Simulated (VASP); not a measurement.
# BN: restarted molecular dynamics, 2 variants

BN, P1 (no. 1), 8 atoms in the cell. PBE, molecular dynamics; PAW potentials N, B (PBE set).

| Restart from | Temperature at the end (K) | The same without a restart (K) | Potential energy at the end (eV/atom) | The same without a restart (eV/atom) | Electronic steps in the first step after the restart | Time (s) |
|---|---|---|---|---|---|---|
| CONTCAR with velocities, WAVECAR read | 1463.0 | 1463.0 | -8.68070 | -8.68070 | 5 | 324 |
| CONTCAR with velocities, no WAVECAR | 1463.0 | 1463.0 | -8.68070 | -8.68070 | 14 | 316 |

Limits: 60 fs of 8 atoms are too short for converged averages; the cell is only 3.0 Å across, so each atom moves in step with near copies of itself.

## Input of the first row

INCAR.step1:
```
SYSTEM = BN
ALGO = Normal ; EDIFF = 1E-6
ENCUT = 400 ; GGA = PE
IBRION = 0 ; ISIF = 2
ISMEAR = 0 ; ISYM = 0
KPAR = 2 ; LASPH = .TRUE.
LCHARG = .FALSE. ; LREAL = Auto
LWAVE = .TRUE. ; MDALGO = 2
NELM = 60 ; NELMIN = 4
NSW = 30 ; POTIM = 1.0
PREC = Normal ; RANDOM_SEED = 438830 0 0
SIGMA = 0.05 ; SMASS = -3
TEBEG = 1600
```

INCAR.step2, as INCAR.step1 but for:
```
- LWAVE = .TRUE.
+ LWAVE = .FALSE.
```

KPOINTS:
```
k-points
0
Gamma
  3 3 3
```

POSCAR.step1:
```
BN
1.0
    5.0160818478      0.0000000000      0.0000000000
   -2.4934215294      4.3524620826      0.0000000000
   -0.6306650796     -1.0881155206      3.0225400000
N B
4 4
Direct
    0.3342530000      0.1661925000      0.9849990000
    0.3342530000      0.6661925000      0.9849990000
    0.8342530000      0.1661925000      0.9849990000
    0.8342530000      0.6661925000      0.9849990000
    0.4898215000      0.4917495000      0.0018060000
    0.4898215000      0.9917495000      0.0018060000
    0.9898215000      0.4917495000      0.0018060000
    0.9898215000      0.9917495000      0.0018060000
```

Commands (each step's output is kept before the next begins):
```
cat potpaw_PBE.64/N/POTCAR potpaw_PBE.64/B/POTCAR > POTCAR
cp INCAR.step1 INCAR
cp POSCAR.step1 POSCAR
mpirun -np 2 vasp_std > vasp.out
cp CONTCAR POSCAR
cp INCAR.step2 INCAR
mpirun -np 2 vasp_std > vasp.out
```

Changes of the last row against the first:
```
(step 1)
- LWAVE = True
+ LWAVE = False
```

VASP 6.6.1 took 324 s on 2 cores (AMD EPYC 7R43 (Zen 3)), a shared host.
